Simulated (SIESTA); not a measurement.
Crystal: CaO.

```
Ca O
1.0
     0.00000    2.40356    2.40356
     2.40356    0.00000    2.40356
     2.40356    2.40356    0.00000
Ca O
1 1
Direct
  0.00000 0.00000 0.00000
  0.50000 0.50000 0.50000
```

The cell is a database's computed one.

Base run:

| Item | Value |
| --- | --- |
| Program | SIESTA 5.4.2 |
| Functional | PBEsol |
| Potentials or basis | PseudoDojo 0.4 standard (PBEsol files) |
| Basis | DZP (energy shift 0.003 Ry; two zetas on semicore shells; d shell added on Ca) |
| Grid cutoff | 800 Ry |
| Energy shift | 0.003 Ry |
| k mesh | 10 × 10 × 10 |
| Occupations | fermi-dirac, width 0.05 eV |
| Spin | no spin polarisation |

Its results: band gap on the k mesh 3.55 eV, indirect (least direct gap 3.93 eV); pressure -2.3 GPa.

Problem. After a change of settings the same cell gave: band gap on the k mesh 3.49 eV, indirect (least direct gap 3.87 eV); pressure -6.5 GPa. Which change was it?
A. functional from PBEsol to LDA; potentials or basis from PseudoDojo 0.4 standard (PBEsol files) to PseudoDojo 0.4 standard (LDA files)
B. functional from PBEsol to PBE; potentials or basis from PseudoDojo 0.4 standard (PBEsol files) to PseudoDojo 0.4 standard (PBE files)
C. functional from PBEsol to vdW-DF-cx; potentials or basis from PseudoDojo 0.4 standard (PBEsol files) to PseudoDojo 0.4 standard (PBE files)
D. functional from PBEsol to AM05

Solution. A.

Caveats: the basis of atomic orbitals isn't converged, which shifts pressures, moduli and gaps.

Not every run made on this cell is shown here.
